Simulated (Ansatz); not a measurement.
## Yb: single point with PBE

Crystal: Yb.

```xyz
2
Lattice="3.8799 0.0000 0.0000 -1.9400 3.3601 0.0000 0.0000 0.0000 6.3859" Properties=species:S:1:pos:R:3 pbc="T T T"
Yb    1.9400    1.1200    4.7894
Yb    0.0000    2.2401    1.5965
```

This isn't the form of Yb at room conditions, which is fcc.

| Item | Value |
| --- | --- |
| Program | Ansatz 0.2.0 |
| Task | single point |
| Functional | PBE |
| Potentials or basis | all-electron LAPW, scalar-relativistic |
| Cutoff | 171 eV (chosen from the basis error) |
| Basis error allowed | 0.001 eV/atom |
| k mesh | 8 × 8 × 4 |
| Occupations | fermi-dirac, width 0.05 eV |
| Spin | collinear spin, ferromagnetic start |
| Starting moments | [1.0, 1.0] μB |

* Pressure: -2.1 GPa
* Band gap on the k mesh: none (metal or under the smearing width)
* Net moment: 0.00 μB per cell
* Absolute moment: 0.00 μB per cell

Stress tensor (GPa, compression positive):
```
-2.17  0.00  0.00
 0.00 -2.17  0.00
 0.00  0.00 -2.10
```

Levels at points of the mesh, in eV from the Fermi level:
Spin up:
| k point | band 22 | band 23 | band 24 | band 25 | band 26 | band 27 |
| --- | --- | --- | --- | --- | --- | --- |
| (0.00, 0.00, 0.00) | -0.32 | -0.30 | -0.30 | 0.09 | 2.67 | 2.72 |
| (0.00, 0.00, -0.50) | -0.31 | -0.30 | -0.30 | 1.47 | 1.47 | 2.71 |
| (0.00, -0.50, 0.00) | -0.31 | -0.30 | -0.30 | 0.05 | 0.24 | 1.55 |
| (0.00, -0.50, -0.50) | -0.32 | -0.31 | -0.31 | 0.30 | 0.30 | 1.55 |
Spin down:
```csv
k point,band 22,band 23,band 24,band 25,band 26,band 27
"(0.00, 0.00, 0.00)",-0.32,-0.30,-0.30,0.09,2.67,2.72
"(0.00, 0.00, -0.50)",-0.31,-0.30,-0.30,1.47,1.47,2.71
"(0.00, -0.50, 0.00)",-0.31,-0.30,-0.30,0.05,0.24,1.55
"(0.00, -0.50, -0.50)",-0.32,-0.31,-0.31,0.30,0.30,1.55
```

Wall time 54 s on 2 threads of Intel(R) Xeon(R) Processor @ 2.50GHz (Skylake/Cascade Lake), with other jobs on the host, peak memory 0.47 GiB.

Caveat: an open f shell can end in a state above the lowest; spin-orbit coupling is left out, which moves the levels of the heavy elements; the starting moments weren't kept. The state reached can hang on the start; a lower one may exist.
